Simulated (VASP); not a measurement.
Write the native input for VASP 6.6.1 that does the following.

```yaml
Task: single point
Functional: PBE
Potentials_or_basis: VASP PAW PBE potentials, release 64 (Ti_sv, Al)
Cutoff: 520 eV
k_mesh: 10 × 10 × 10
Occupations: fermi-dirac, width 0.05 eV
Spin: no spin polarisation
Further_INCAR_settings: ALGO = Normal; EDIFF = 1e-07; NBANDS = 18
```

The structure of TiAl3 lies in POSCAR:

```
TiAl3
1.0
   -1.9111067713      1.9111067713      4.2806687947
    1.9111067713     -1.9111067713      4.2806687947
    1.9111067713      1.9111067713     -4.2806687947
Ti Al
1 3
Direct
    0.0000000000      0.0000000000      0.0000000000
    0.2500000000      0.7500000000      0.5000000000
    0.7500000000      0.2500000000      0.5000000000
    0.5000000000      0.5000000000      0.0000000000
```

The cell comes from a database or a generator and needn't be the stable form of this composition.

One way to write it, as run:

INCAR

```
SYSTEM = TiAl3
ALGO = Normal
EDIFF = 1E-7
ENCUT = 520
GGA = PE
ISIF = 2
ISMEAR = -1
LASPH = .True.
LCHARG = .False.
LREAL = .False.
LWAVE = .False.
NBANDS = 18
NELM = 100
PREC = Accurate
SIGMA = 0.05
```

KPOINTS

```
k-points
0
Gamma
  10 10 10
  0 0 0
```

Potentials or basis: VASP PAW PBE potentials, release 64 (Ti_sv, Al).

Launch:

```console
$ cat potpaw_PBE.64/Ti_sv/POTCAR potpaw_PBE.64/Al/POTCAR > POTCAR
$ mpirun -np 1 vasp_std > vasp.out
```

Results of the run:

- Pressure: 2.1 GPa
- Band gap on the k mesh: none (metal or under the smearing width)

Wall time 2.8 min on 1 thread of Intel(R) Xeon(R) Platinum 8488C (Sapphire Rapids), with other jobs on the host, peak memory 0.3 GiB.
